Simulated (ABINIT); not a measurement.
PtSe2 (Sudovikovite):

```
Pt Se
1.0
     3.72400    0.00000    0.00000
    -1.86200    3.22508    0.00000
     0.00000    0.00000    5.06200
Pt Se
1 2
Direct
  0.00000 0.00000 0.00000
  0.66667 0.33333 0.75000
  0.33333 0.66667 0.25000
```

Base run:

- Program: ABINIT 10.8.3 (patched build)
- Functional: PBE
- Potentials or basis: JTH PAW PBE v2.0
- Cutoff: 544 eV
- k mesh: 8 × 8 × 5
- Occupations: fermi-dirac, width 0.05 eV
- Spin: no spin polarisation

Its results: band gap on the k mesh none (metal or under the smearing width); pressure 7.8 GPa; largest force 0.686 eV/Å.

Problem. The run is repeated on the same cell with these changes: functional from PBE to AM05. What comes out?

Solution. Band gap on the k mesh none (metal or under the smearing width); pressure 2.6 GPa; largest force 0.294 eV/Å.

AM05 binds more tightly than PBE, so the same cell stands under less pressure.

Caveats: the PAW data sets were made with another functional, which shifts forces and pressure a little (some runs).

Not every run made on this cell is shown here.
